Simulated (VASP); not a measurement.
The system is Ge.

```
CELL_PARAMETERS angstrom
3.99759 0.00000 0.00000
-1.99879 3.46201 0.00000
0.00000 0.00000 6.59938
ATOMIC_POSITIONS crystal
Ge 0.66667 0.33333 0.06290
Ge 0.33333 0.66667 0.56290
Ge 0.66667 0.33333 0.43710
Ge 0.33333 0.66667 0.93710
```

This isn't the form of Ge at room conditions, which is diamond.

| Item | Value |
| --- | --- |
| Program | VASP 6.6.1 |
| Task | relaxation of cell and atoms |
| Functional | PBE |
| Potentials or basis | VASP PAW PBE potentials, release 64 (Ge_d) |
| Cutoff | 600 eV |
| k mesh | 12 × 12 × 5 |
| Occupations | gaussian, width 0.03 eV |
| Spin | no spin polarisation |

At the start: pressure 2.8 GPa; volume 22.83 Å³/atom.

Task: How do energy, volume and symmetry change on relaxing?

Result: Over 5 steps the energy falls by 8.9 meV/atom and the volume is 23.83 Å³/atom (+4.4 %); space group P6_3/mmc (No. 194, to 0.05 Å).

The path:
| step | energy change (eV) | largest force (eV/Å) | pressure (GPa) | volume (Å³) |
| --- | --- | --- | --- | --- |
| 1 | 0.0000 | 0.0109 | 2.84 | 91.33 |
| 2 | -0.0321 | 0.0230 | -0.84 | 96.80 |
| 3 | -0.0355 | 0.0140 | -0.10 | 95.45 |
| 4 | -0.0355 | 0.0133 | 0.19 | 95.30 |
| 5 | -0.0355 | 0.0037 | 0.04 | 95.33 |

Final structure:
```
Ge
1.0
     4.05580    0.00000    0.00000
    -2.02790    3.51243    0.00000
     0.00000    0.00000    6.69168
Ge
4
Direct
  0.66667 0.33333 0.06286
  0.33333 0.66667 0.56286
  0.66667 0.33333 0.43714
  0.33333 0.66667 0.93714
```
